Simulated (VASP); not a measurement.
Set up this calculation in VASP 6.6.1, as the native input.

- Task: relaxation of cell and atoms
- Functional: PBE
- Dispersion: D4
- Potentials or basis: VASP PAW PBE potentials, release 64 (Pt, S)
- Cutoff: 520 eV
- k mesh: 12 × 12 × 6
- Occupations: gaussian, width 0.02 eV
- Spin: no spin polarisation
- Further INCAR settings: ALGO = Fast; EDIFF = 1e-07; IBRION = 2; EDIFFG = -0.002; NSW = 80; ISIF = 3

The structure of PtS2 lies in POSCAR:

```
PtS2                                    
1.0
    3.5791010880     -0.0000000000     -0.0000000000
   -1.7895505440      3.0995924642     -0.0000000000
    0.0000000000     -0.0000000000      4.6955120678
  Pt              S             
     1     2
Direct
     0.0000000000000000    0.0000000000000000    1.0000000000000000
     0.3333333300000021    0.6666666699999979    0.2570047707403081
     0.6666666699999979    0.3333333300000021    0.7429952292596920
```

One way to write it, as run:

INCAR

```
SYSTEM = PtS2
PREC = Accurate
ENCUT = 520
EDIFF = 1E-7
ISMEAR = 0
SIGMA = 0.02
LREAL = .FALSE.
LASPH = .TRUE.
NELM = 60
ALGO = Fast
ISIF = 3
LWAVE = .FALSE.
LCHARG = .FALSE.
GGA = PE
IVDW = 13
IBRION = 2
NSW = 80
EDIFFG = -0.002
```

KPOINTS

```
Automatic mesh
0
G
  12 12 6
  0 0 0
```

Potentials or basis: VASP PAW PBE potentials, release 64 (Pt, S).

Run with:

```sh
$ cat potpaw_PBE.64/Pt/POTCAR potpaw_PBE.64/S/POTCAR > POTCAR
$ mpirun -np 1 vasp_std > vasp.out
```

Results of the run:

| Item | Value |
| --- | --- |
| Relaxed volume | 17.35 Å³/atom |
| Relaxed cell | a = 3.580 Å, b = 3.580 Å, c = 4.690 Å, α = 90.00°, β = 90.00°, γ = 120.00° |
| Space group after relaxing (to 0.05 Å) | P-3m1 (No. 164) |
| Energy gained by relaxing | 0.0 meV/atom |
| Ionic steps | 16 |
| Pressure after relaxing | 0.0 GPa |
| Band gap on the k mesh | 0.14 eV, indirect (least direct gap 0.94 eV) |
| Dispersion energy per atom | -0.463 eV |

Caveat: spin-orbit coupling is left out, which moves the levels of the heavy elements.

Wall time 4.1 min on 1 thread of Intel(R) Xeon(R) Platinum 8375C CPU @ 2.90GHz (Ice Lake) (shared host), peak memory 0.23 GiB.
